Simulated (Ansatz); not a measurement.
GeO₂:
```
GeO2
1.0
    4.48717     0.00000     0.00000
    0.00000     4.48717     0.00000
    0.00000     0.00000     2.90504
Ge O
2 4
Direct
  0.50000   0.50000   0.50000
  0.00000   0.00000   0.00000
  0.69287   0.69287   0.00000
  0.30713   0.30713   0.00000
  0.80713   0.19287   0.50000
  0.19287   0.80713   0.50000
```

Relaxed with PBE. Special points in fractions of this cell's reciprocal vectors: Γ (0.000, 0.000, 0.000); X (0.000, 0.500, 0.000); M (0.500, 0.500, 0.000); Z (0.000, 0.000, 0.500); R (0.000, 0.500, 0.500); A (0.500, 0.500, 0.500).

Q: List the band energies nearest the valence-band maximum at these points for DFT-PBE in the program Ansatz with PAW potentials.

A: In eV from the valence-band maximum; about four levels below and three above (degenerate sets whole), none deeper than 8.9 eV; points with the same levels are listed once.

```
k                         below                  above
-  ----------------------------  ---------------------
Γ  -1.94 -1.94 -0.79 -0.79 0.00    1.23 5.56 6.81 6.81
X       -1.76 -1.76 -0.80 -0.80    4.37 4.37 7.52 7.52
M       -2.03 -2.03 -1.41 -1.41    4.45 4.45 8.15 8.15
Z       -2.11 -2.11 -1.79 -1.79  5.67 5.67 10.74 10.74
R       -1.34 -1.34 -1.31 -1.31    5.88 5.88 8.02 8.02
A       -1.31 -1.31 -1.09 -1.09    4.26 4.26 9.49 9.49
```

Space group P4_2/mnm (rutile). Symmetry was held in the PBE relaxation. Spin–orbit coupling is left out wherever it is not named.

Potentials: the later of the program's two PAW sets.
